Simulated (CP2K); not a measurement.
Na2S:

```
S Na
1.0
     4.62943    0.00000    0.00000
     2.31471    4.00920    0.00000
     2.31471    1.33640    3.77991
S Na
1 2
Direct
  0.00000 0.00000 0.00000
  0.75000 0.75000 0.75000
  0.25000 0.25000 0.25000
```

Program: CP2K 2026.2. Alike in all runs: task band structure; no spin polarisation; cell as given; k mesh 7 × 7 × 7.

Question: Order these runs on this cell by their band gap on the k mesh, lowest first.
A. level PBE; potentials or basis POTENTIAL_UZH S GTH-PBE-q6, Na GTH-PBE-q9; TZVP-MOLOPT-PBE-GTH basis; smearing fermi-dirac 0.05 eV; EPS_DEFAULT 1.0E-10; NGRIDS 5; points a segment of the path (NPOINTS) 10; bands added on the path 4; CUTOFF of the grids 1350 Ry
B. level r2SCAN; potentials or basis POTENTIAL_UZH S GTH-SCAN-q6, Na GTH-SCAN-q9; TZVP-MOLOPT-SCAN-GTH basis; smearing fermi-dirac 0.1 eV; EPS_DEFAULT 1.0E-9; NGRIDS 5; points a segment of the path (NPOINTS) 10; bands added on the path 4; CUTOFF of the grids 1400 Ry
C. level LDA; potentials or basis GTH_POTENTIALS S GTH-PADE-q6, Na GTH-PADE-q9; TZVP-MOLOPT-PBE-GTH basis; smearing fermi-dirac 0.05 eV; EPS_DEFAULT 1.0E-9; NGRIDS 4; points a segment of the path (NPOINTS) 8; bands added on the path 2; CUTOFF of the grids 1350 Ry

Answer: C (2.16 eV), A (2.42 eV), B (3.00 eV).

Caveats: the basis of atomic orbitals isn't converged, which shifts pressures, moduli and gaps.

A k mesh can miss the band edges.

Not every run made on this cell is shown here.
